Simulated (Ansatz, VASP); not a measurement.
Two plane-wave programs on Sr

Contents of INCAR:

```
SYSTEM = Sr
PREC     = Accurate       ! precision mode
ENCUT    = 520            ! plane-wave cutoff, eV
EDIFF    = 1E-7           ! SCF threshold, eV
ISMEAR   = -1             ! smearing method
SIGMA    = 0.05           ! smearing width, eV
LREAL    = .FALSE.        ! projectors in reciprocal space
LASPH    = .TRUE.         ! aspherical terms in the spheres
NELM     = 60             ! most SCF steps
ALGO     = Normal         ! electronic algorithm
ISIF     = 2              ! what is computed and relaxed
LWAVE    = .FALSE.        ! write WAVECAR
LCHARG   = .FALSE.        ! write CHGCAR
GGA      = PE             ! functional
NBANDS   = 11             ! bands
```

File KPOINTS:

```
Automatic mesh
0
G
  8 8 8
  0 0 0
```

POSCAR

```
Sr
1.0
    0.0000000000      3.0624986004      3.0624986004
    3.0624986004      0.0000000000      3.0624986004
    3.0624986004      3.0624986004      0.0000000000
Sr
1
Direct
    0.0000000000      0.0000000000      0.0000000000
```

Contents of input.yaml:

```yaml
crystal:
  lattice:
    - [0.0, 3.0624986004, 3.0624986004]
    - [3.0624986004, 0.0, 3.0624986004]
    - [3.0624986004, 3.0624986004, 0.0]
  atoms:
    - { symbol: Sr, position: [0.0, 0.0, 0.0] }
hamiltonian:
  xc: pbe
  pseudopotentials: { kind: paw }
kpoints:
  mp_grid: { grid: [8, 8, 8] }
scf:
  occupations: { method: fermi_dirac, width: 0.05 }
output:
  forces: true
  stress: true
  eigenvalues: true
  write_density: true
  write_potential: true
  elf: true
  volumetric_format: npy
```

Change from the starting cell: volume scaled by 1.02.

Alike in both runs: task single point; functional PBE; k mesh 8 × 8 × 8; occupations fermi-dirac, width 0.05 eV; no spin polarisation.

```csv
,VASP,Ansatz
version,VASP 6.6.1,Ansatz 0.2.0
potentials or method,"VASP PAW PBE potentials, release 64 (Sr_sv)",Ansatz PAW
plane-wave cutoff (eV),520,420
valence electrons in the cell,10,10
```

|  | VASP | Ansatz | Ansatz less VASP |
| --- | --- | --- | --- |
| gap on the k mesh at the Fermi level (eV) | none | none | - |
| pressure (GPa) | -0.5 | -0.5 | 0.00 |

A gap of «none» marks a metal or a gap that the smearing closes. With one functional, cell and mesh, what is left measures potentials, basis and numerics.
